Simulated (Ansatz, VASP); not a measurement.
Au in VASP and in Ansatz

```xyz
1
Lattice="-1.7899 1.7899 1.6573 1.7899 -1.7899 1.6573 1.7899 1.7899 -1.6573" Properties=species:S:1:pos:R:3 pbc="T T T"
Au    0.0000    0.0000    0.0000
```

Change from the starting cell: strain +0.080 along x and y, +0.000 along z, atoms carried along.

Alike in both runs: task single point; functional PBEsol; k mesh 20 × 20 × 20; occupations gaussian, width 0.15 eV; no spin polarisation.

```csv
,VASP,Ansatz
version,VASP 6.6.1,Ansatz 0.2.0
potentials or method,"VASP PAW PBE potentials, release 64 (Au)","scalar-relativistic, plane waves, PAW"
plane-wave cutoff (eV),520,420
valence electrons in the cell,11,19
```

```tsv
	VASP	Ansatz	Ansatz less VASP
gap on the k mesh at the Fermi level (eV)	none	none	-
pressure (GPa)	-19.7	-19.7	+0.06
largest component of the traceless stress (GPa)	0.70	0.70	+0.003
```

A gap of «none» marks a metal or a gap that the smearing closes. The two sets of potentials don't hold the same shells in valence.

Caveats: so large a pressure means that the cell lies far from this level's equilibrium, or that cutoff or potentials fall short (VASP); the potentials were made for another functional, which shifts forces and pressure (VASP). The runs have no spin-orbit coupling, so splittings on Au are missing.
